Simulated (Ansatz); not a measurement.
The elements of this relaxed trial crystal are hidden behind letters.

```
lattice vectors (Å)
   5.6021    0.0000    0.0000
  -2.8011    4.8516    0.0000
   0.0000    0.0000    3.1945
fractional positions
X 0.3333 0.6667 0.0000
Z 0.6667 0.3333 0.5000
Q 0.4836 0.5164 0.5000
Q 0.4836 0.9672 0.5000
Q 0.0328 0.5164 0.5000
Q 0.6667 0.3333 0.0000
```

Computed with Ansatz 0.2.0, DFT PBE, scalar-relativistic, plane waves, PAW. Cutoff 420 eV, Γ-centred 6×6×8 mesh (6-atom cell), Gaussian smearing of 0.02 eV, no spin polarisation.

| Property | Result |
| --- | --- |
| Space group | P-6m2 (No. 187) |
| Conventional cell | a = 5.602 Å, c = 3.195 Å |
| Volume per atom | 14.47 Å³ |
| Density | 5.17 g/cm³ |
| Formation energy | −2.739 eV/atom |
| Gap on the 6×6×8 mesh of the 6-atom cell | 2.36 eV |

Energies are uncorrected and count from the elements' standard states at the same level.

Question: X is a d-block element of period 6, Z is a p-block element of period 3 and Q is a p-block element of period 2. Which elements are they?

Answer: X = Hf, Z = Si, Q = O, so the formula is HfSiO4. Density times volume gives a mean mass of 5.17 × 14.47/1.6605 = 45.1 u per atom, and this set has 45.1 u. Hf has 6 O at 2.16 Å and 2 Hf at 3.19 Å; Si is surrounded by 2 O at 1.60 Å and 3 O at 1.78 Å; O on a site of symmetry mm2 has 1 Si at 1.78 Å and 2 Hf at 2.16 Å; 1 more site not described. Other sets within the hints have nearly the same mass, so mass alone doesn't settle it; this one was computed.

Spin–orbit coupling, which can matter for Hf, is left out. Kohn–Sham gaps at this level usually fall short of measured ones. A structure relaxed within its symmetry needn't be a true minimum. Another cell of HfSiO4 relaxed alike, in I4_1/amd (a cell as deposited in COD), lies 0.40 eV/atom lower, so this cell isn't the stable form at this level.
